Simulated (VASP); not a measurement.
# Ti (Im-3m) in VASP: a series of runs

One crystal, Ti, is run at these levels: PBE, r2SCAN+D4; tasks: single point, electron localisation function.

Everything below comes from runs of VASP 6.6.1. Logs are shortened: lines on timing, memory, paths and dates and some standing lists are left out, and cuts for length are marked.

## (1) The structure

It takes space group Im-3m (No. 229, cubic). The conventional cell has a = 3.282 Å, b = 3.282 Å, c = 3.282 Å, α = 90.00°, β = 90.00°, γ = 90.00°. Ti (site symmetry m-3m) has 8 Ti at 2.84 Å as nearest neighbours.

This isn't the form of Ti at room conditions, which is hcp.

## (2) Single point, PBE

Input file INCAR:

```
SYSTEM = Ti
ALGO = Normal ; EDIFF = 1E-6
ENCUT = 550 ; GGA = PE
ISIF = 2 ; ISMEAR = 0
LASPH = .True. ; LCHARG = .False.
LREAL = .False. ; LWAVE = .False.
NELM = 100 ; PREC = Accurate
SIGMA = 0.1
```

Input file KPOINTS:

```
k-points
0
Gamma
  11 11 11
  0 0 0
```

Input file POSCAR:

```
Ti
1.0
   -1.6410000000      1.6410000000      1.6410000000
    1.6410000000     -1.6410000000      1.6410000000
    1.6410000000      1.6410000000     -1.6410000000
Ti
1
Direct
    0.0000000000      0.0000000000      0.0000000000
```

Potentials or basis: VASP PAW PBE potentials, release 64 (Ti_sv_GW).

Run with:

```console
$ cat potpaw_PBE.64/Ti_sv_GW/POTCAR > POTCAR
$ mpirun -np 1 vasp_std > vasp.out
```

OUTCAR:

```text
SYSTEM = Ti
   EDIFF = 1E-6
   ENCUT = 550
   GGA = PE
   ISIF = 2
   ISMEAR = 0
   LASPH = .True.
   LREAL = .False.
   NELM = 100
   PREC = Accurate

 ion  position               nearest neighbor table
   1  0.000  0.000  0.000-

  LATTYP: Found a body centered cubic cell.
 ALAT       =     3.2820000000

  Lattice vectors:

 A1 = (  -1.6410000000,   1.6410000000,   1.6410000000)
 A2 = (   1.6410000000,  -1.6410000000,   1.6410000000)
 A3 = (   1.6410000000,   1.6410000000,  -1.6410000000)

Analysis of symmetry for initial positions (statically):
=====================================================================
 Subroutine PRICEL returns:
 Original cell was already a primitive cell.

 Routine SETGRP: Setting up the symmetry group for a
 body centered cubic supercell.

 Subroutine GETGRP returns: Found 48 space group operations
 (whereof 48 operations were pure point group operations)
 out of a pool of 48 trial point group operations.

The static configuration has the point symmetry O_h .

Analysis of symmetry for dynamics (positions and initial velocities):
=====================================================================
 Subroutine PRICEL returns:
 Original cell was already a primitive cell.

 Routine SETGRP: Setting up the symmetry group for a
 body centered cubic supercell.

 Subroutine GETGRP returns: Found 48 space group operations
 (whereof 48 operations were pure point group operations)
 out of a pool of 48 trial point group operations.

The dynamic configuration has the point symmetry O_h .

 Subroutine INISYM returns: Found 48 space group operations
 (whereof 48 operations are pure point group operations),
 and found     1 'primitive' translations

----------------------------------------------------------------------------------------

                                     Primitive cell

  volume of cell :      17.6761

  direct lattice vectors                    reciprocal lattice vectors
    -1.641000000  1.641000000  1.641000000     0.000000000  0.304692261  0.304692261
     1.641000000 -1.641000000  1.641000000     0.304692261  0.000000000  0.304692261
     1.641000000  1.641000000 -1.641000000     0.304692261  0.304692261  0.000000000

  length of vectors
     2.842295375  2.842295375  2.842295375     0.430899928  0.430899928  0.430899928

  position of ions in fractional coordinates (direct lattice)
     0.000000000  0.000000000  0.000000000
[... 107 lines left out ...]
   NFREE  =      0    steps in history (QN), initial steepest desc. (CG)
   ISIF   =      2    stress and relaxation
   ISYM   =      2    0-nonsym 1-usesym 2-fastsym
   POTIM  = 0.5000    time-step for ionic-motion
   TEBEG  =    0.0;   TEEND  =   0.0 temperature during run
   PSTRESS=    0.0 pullay stress
   NELECT =      12.0000    total number of electrons
   NUPDOWN=      -1.0000    fix difference up-down
   EMIN   =  10.00;   EMAX   =-10.00  energy-range for DOS
   EFERMI =   0.00;   METHOD = LEGACY
   ISMEAR =     0;   SIGMA  =   0.10  broadening in eV -4-tet -1-fermi 0-gaus
   EFERMI_NEDOS =   21; number of points for ismear=-14 and -15
   IALGO  =     38    algorithm
   IMIX   =      4    mixing-type and parameters
     AMIX     =   0.40;   BMIX     =  1.00
     AMIX_MAG =   1.60;   BMIX_MAG =  1.00
  volume/ion in A,a.u.               =      17.68       119.28
  Fermi-wavevector in a.u.,A,eV,Ry     =   1.438821  2.718977 28.166848  2.070205
  Thomas-Fermi vector in A             =   2.557745
   LORBIT       =      0    0 simple, 1 ext, 2 COOP (PROOUT), +10 PAW based schemes
   GGA     = PE    functional components
   LHFCALC =     F    Hartree Fock is set to
   AEXX    =    0.0000 exact exchange contribution
   IVDW    =     0    specifies the selected vdW correction
   LEPSILON=     F    determine dielectric tensor
   LRPA    =     F    only Hartree local field effects (RPA)
 non-spin polarized calculation
 Gauss-broadening in eV      SIGMA  =   0.10
  energy-cutoff  :      550.00
  volume of cell :       17.68
 maximum number of plane-waves:       535
 NGX is ok and might be reduce to    24
   NGX = 11   NGY = 11   NGZ = 11

 number of electron      11.9999997 magnetization

 Free energy of the ion-electron system (eV)
  ---------------------------------------------------
  ext. energy  EPLUGINS =         0.00000000
  ---------------------------------------------------
  free energy    TOTEN  =        -9.94404093 eV

  energy without entropy =       -9.92871621  energy(sigma->0) =       -9.93637857

 E-fermi :   7.8782     XC(G=0): -11.4318

 val. band max:        7.8746785830   @ k =  -0.4545  -0.4545   0.0909
 cond. band min:       7.8817820711   @ k =  -0.4545  -0.4545   0.0909
 fundamental gap:      0.0071034881
 Fermi energy:         7.8782297976

 k-point     1 :       0.0000    0.0000    0.0000
  band No.  band energies     occupation
      1     -48.6368      2.00000
      2     -24.5247      2.00000
      3     -24.5247      2.00000
      4     -24.5247      2.00000
      5       1.9849      2.00000
      6       8.8644      0.00000
      7       8.8644      0.00000
      8       8.8644      0.00000
      9      10.5897      0.00000
     10      10.5897      0.00000
[... 495 lines left out ...]
 k-point    40 :       0.2727    0.2727    0.1818
  band No.  band energies     occupation
      1     -48.5044      2.00000
      2     -24.8826      2.00000
      3     -24.8826      2.00000
      4     -24.7491      2.00000
      5       7.1119      2.00000
      6       7.3486      2.00000
      7       7.3486      2.00000
      8      10.9599      0.00000
      9      10.9599      0.00000
     10      16.3069      0.00000

 [... further k-points ...]

------------------------ aborting loop because EDIFF is reached ----------------------------------------

  FORCE on cell =-STRESS in cart. coord.  units (eV):
  Direction    XX          YY          ZZ          XY          YZ          ZX
  --------------------------------------------------------------------------------------
  -------------------------------------------------------------------------------------
  Total       -0.4328189     -0.4328189     -0.4328189     -0.0000000      0.0000000      0.0000000
  in kB      -39.2311497    -39.2311497    -39.2311497     -0.0000000      0.0000000      0.0000000
  external PRESSURE =     -39.2311497 kB  Pullay stress =       0.0000000 kB

 VOLUME and BASIS-vectors are now :
 -----------------------------------------------------------------------------
  energy-cutoff  :      550.00
  volume of cell :       17.68
      direct lattice vectors                 reciprocal lattice vectors
    -1.641000000  1.641000000  1.641000000     0.000000000  0.304692261  0.304692261
     1.641000000 -1.641000000  1.641000000     0.304692261  0.000000000  0.304692261
     1.641000000  1.641000000 -1.641000000     0.304692261  0.304692261  0.000000000

 POSITION                                       TOTAL-FORCE (eV/Angst)
 -----------------------------------------------------------------------------------
      0.00000      0.00000      0.00000         0.000000     -0.000000      0.000000
 -----------------------------------------------------------------------------------
    total drift:                               -0.000000      0.000000      0.000000

  FREE ENERGIE OF THE ION-ELECTRON SYSTEM (eV)
  ---------------------------------------------------
  free  energy   TOTEN  =        -9.9440409349 eV

  energy  without entropy=       -9.9287162110  energy(sigma->0) =       -9.93637857
```

stdout:

```text
POSCAR found type information on POSCAR Ti
 POSCAR found :  1 types and       1 ions
 scaLAPACK will be used
 LDA part: xc-table for (Slater+PW92), standard interpolation
 POSCAR, INCAR and KPOINTS ok, starting setup
 FFT: planning ... GRIDC
 FFT: planning ... GRID_SOFT
 FFT: planning ... GRID
 WAVECAR not read
 entering main loop
```

It took 9.9 s on 1 thread of AMD EPYC 9R45 (Zen 5), shared host; peak memory 0.12 GiB.

Results:

```yaml
Free_energy: -9.9440 eV
Pressure: -3.9 GPa
Band_gap_on_the_k_mesh: none (metal or under the smearing width)
```

Levels at points of the mesh, in eV from the Fermi level:
| k point | band 2 | band 3 | band 4 | band 5 | band 6 | band 7 | band 8 | band 9 | band 10 |
| --- | --- | --- | --- | --- | --- | --- | --- | --- | --- |
| (0.00, 0.00, 0.00) | -32.40 | -32.40 | -32.40 | -5.89 | 0.99 | 0.99 | 0.99 | 2.71 | 2.71 |

## (3) Single point, PBE

Input file run.py:

```python
from ase.calculators.vasp import Vasp
from ase.dft.bandgap import bandgap
from ase.io import read

atoms = read('Ti.xyz')
calc = Vasp(
    directory='calc',
    xc='pbe',
    pp='PBE',
    setups='gw',
    prec='Accurate',
    encut=550,
    ediff=1e-06,
    ismear=0,
    sigma=0.1,
    lreal=False,
    lasph=True,
    nelm=80,
    algo='Normal',
    isif=2,
    lwave=False,
    lcharg=False,
    kpts=[11, 11, 11],
    gamma=True,
    nbands=12,
)
atoms.calc = calc

print('energy (eV):', atoms.get_potential_energy())
print('free energy (eV):', atoms.get_potential_energy(force_consistent=True))
print('forces (eV/A):')
print(atoms.get_forces())
print('stress (eV/A^3, Voigt):', atoms.get_stress())
print('Fermi level (eV):', calc.get_fermi_level())
gap, top, bottom = bandgap(calc)
print('band gap (eV):', gap, 'from (spin, k, band)', top, 'to', bottom)
```

Input file Ti.xyz:

```xyz
1
Lattice="-1.6410000000 1.6410000000 1.6410000000 1.6410000000 -1.6410000000 1.6410000000 1.6410000000 1.6410000000 -1.6410000000" Properties=species:S:1:pos:R:3 pbc="T T T"
Ti     0.0000000000      0.0000000000      0.0000000000
```

Potentials or basis: VASP PAW PBE potentials, release 64 (Ti_sv_GW).

Run with:

```console
$ python run.py
```

Wall time 13 s (1 thread of AMD EPYC 9R45 (Zen 5), shared host); peak memory 0.12 GiB.

Results (log left out):

```
Free energy            : -9.9440 eV
Pressure               : -3.9 GPa
Band gap on the k mesh : none (metal or under the smearing width)
```

Levels at points of the mesh, in eV from the Fermi level:
```
           k point  band 4  band 5  band 6  band 7  band 8  band 9
(0.00, 0.00, 0.00)  -32.40   -5.89    0.99    0.99    0.99    2.71
```

## (4) Electron localisation function, r2SCAN+D4

Input file INCAR:

```
SYSTEM = Ti
PREC = Normal
ENCUT = 520
EDIFF = 1E-6
ISMEAR = 1
SIGMA = 0.02
LREAL = .FALSE.
LASPH = .TRUE.
NELM = 60
ALGO = Normal
ISIF = 2
LWAVE = .FALSE.
LCHARG = .TRUE.
METAGGA = R2SCAN
LMIXTAU = .TRUE.
IVDW = 13
VDW_S6 = 1.0
VDW_S8 = 0.6018749
VDW_A1 = 0.51559235
VDW_A2 = 5.77342911
LELF = .TRUE.
```

Input file KPOINTS:

```
regular mesh
0
G
  11 11 11
  0 0 0
```

Input file POSCAR:

```
Ti
2.8423
   -0.577349329768      0.577349329768      0.577349329768
    0.577349329768     -0.577349329768      0.577349329768
    0.577349329768      0.577349329768     -0.577349329768
Ti
1
Direct
    0.0000000000      0.0000000000      0.0000000000
```

Potentials or basis: VASP PAW PBE potentials, release 64 (Ti_sv).

Run with:

```console
$ cat potpaw_PBE.64/Ti_sv/POTCAR > POTCAR
$ mpirun -np 1 vasp_std > vasp.out
```

Wall time 17 s (1 thread of AMD EPYC 9R45 (Zen 5), shared host); peak memory 0.09 GiB.

It converged, with:

```yaml
Free_energy: -12.8710 eV
Pressure: -3.0 GPa
Band_gap_on_the_k_mesh: none (metal or under the smearing width)
Dispersion_energy_per_atom: -0.066 eV
```

Levels at points of the mesh, in eV from the Fermi level:
| k point | band 2 | band 3 | band 4 | band 5 | band 6 | band 7 | band 8 | band 9 | band 10 |
| --- | --- | --- | --- | --- | --- | --- | --- | --- | --- |
| (0.00, 0.00, 0.00) | -33.79 | -33.79 | -33.79 | -6.32 | 1.11 | 1.11 | 1.11 | 2.85 | 2.85 |

Caveat: the PAW data sets were made with another functional, which shifts forces and pressure a little; pairwise dispersion overbinds metals, which lowers pressure and volume.
